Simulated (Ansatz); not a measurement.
# CsH: the cell at several levels of theory

An exercise on one series of results from a longer session: the logs are not shown, and one member is left open.

Code: Ansatz 0.2.0. PAW datasets, plane waves, zero pressure. Calculated at 0 K for a non-magnetic cell.

**The system as given**

Space group Fm-3m (No. 225), cubic; conventional cell a = 5.613 Å, 22.11 Å³ an atom. Around Cs lie 6 H at 2.81 Å; around H lie 6 Cs at 2.81 Å.

As a file:

```cif
data_structure
_symmetry_space_group_name_H-M 'P 1'
_symmetry_Int_Tables_number 1
_cell_length_a 3.9693
_cell_length_b 3.9693
_cell_length_c 3.9693
_cell_angle_alpha 60.000
_cell_angle_beta 60.000
_cell_angle_gamma 60.000
_cell_volume 44.22
loop_
_atom_site_label
_atom_site_type_symbol
_atom_site_fract_x
_atom_site_fract_y
_atom_site_fract_z
_atom_site_occupancy
Cs1 Cs 0.00000 0.00000 0.00000 1
H1 H 0.50000 0.50000 0.50000 1
```

The first run:

File input.yaml:

```yaml
crystal:
  lattice:
    - [0.0, 2.806717, 2.806717]
    - [2.806717, 0.0, 2.806717]
    - [2.806717, 2.806717, 0.0]
  atoms:
    - { symbol: Cs, position: [0.0, 0.0, 0.0] }
    - { symbol: H, position: [0.5, 0.5, 0.5] }
kpoints:
  mp_grid: { grid: [8, 8, 8] }
hamiltonian:
  xc: pbe
scf:
  occupations: { method: fermi_dirac, width: 0.02 }
relax:
  f_tol: 0.005
  cell: {}
```

Launch:

```bash
$ ansatz run input.yaml --threads 2 --pin off --max-ram 2211MiB --backend cpu --events-out ev --progress --plain --runs-dir out
```

Steps of the session up to this table: Relaxation with PBE; r2SCAN: cell and atoms; Relaxing with PBEsol; Relaxation with LDA; Relaxation with HSE06.

One table of the session follows, with a row left open; its other results are not shown here.

| level | a (Å) | volume (Å³/atom) |
| --- | --- | --- |
| PBE | 6.429 | 33.222 |
| r2SCAN | ? | ? |
| PBEsol | 6.255 | 30.591 |
| LDA | 6.100 | 28.375 |
| HSE06 | 6.405 | 32.852 |

Estimate the missing values for r2SCAN.

The run gave: a (Å): 6.379; volume (Å³/atom): 32.439. In the column «a (Å)» it lies between PBEsol (6.255) and HSE06 (6.405).

What this shows: From the start to the first minimum the volume moved by +50.3 %. The volume runs from LDA (least) to PBE (most), a spread of 17.1 %, or 5.4 % in length if all axes shared it alike. The meshes differ: PBE 8×8×8, r2SCAN 6×6×6, PBEsol 6×6×6, LDA 6×6×6, HSE06 4×4×4.
